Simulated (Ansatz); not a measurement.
**Which of these structures of Zn lies lowest?**

Method: Ansatz 0.2.0, DFT, PBE, all-electron LAPW, scalar-relativistic.

Each cell is taken as listed (from a database or a relaxation; residual pressures are under 0.6 GPa and forces under 0.08 eV/Å), on meshes of about 0.2 Å⁻¹ spacing; energies are extrapolated to zero smearing, with no zero-point or thermal terms. Other structures, the observed one among them, may be missing from this set and lie lower. No run is spin-polarised.

(1) Order the structures by energy per atom, lowest first, and give the differences.
A.
Space group P6_3/mmc (No. 194). a = 2.665 Å, b = 2.665 Å, c = 4.947 Å, α = 90.00°, β = 90.00°, γ = 120.00°
```tsv
atom	site	symmetry	x	y	z
Zn	2c	-6m2	0.3333	0.6667	0.2500
```
(COD 9008522, reported; 18×18×8 mesh on the primitive cell, smearing 0.03 eV, P = -0.3 GPa)
B.
```
Zn
1.0
     0.00000    2.90890    2.90890
     2.90890    0.00000    2.90890
     2.90890    2.90890    0.00000
Zn
2
Cartesian
  0.0000 0.0000 0.0000
  1.4544 1.4544 1.4544
```
(diamond type, relaxed by us; 11×11×11 mesh on the primitive cell, smearing 0.05 eV, P = 0.0 GPa)
C.
```cif
data_structure
_symmetry_space_group_name_H-M 'Im-3m'
_symmetry_Int_Tables_number 229
_cell_length_a 3.1328
_cell_length_b 3.1328
_cell_length_c 3.1328
_cell_angle_alpha 90.000
_cell_angle_beta 90.000
_cell_angle_gamma 90.000
_cell_volume 30.75
loop_
_atom_site_label
_atom_site_type_symbol
_atom_site_symmetry_multiplicity
_atom_site_Wyckoff_symbol
_atom_site_fract_x
_atom_site_fract_y
_atom_site_fract_z
_atom_site_occupancy
Zn1 Zn 2 a 0.00000 0.00000 0.00000 1
```
(bcc type, relaxed by us; 17×17×17 mesh on the primitive cell, smearing 0.05 eV, P = 0.0 GPa)

## Answers

(1) A (0 meV/atom), C (84 meV/atom), B (470 meV/atom).
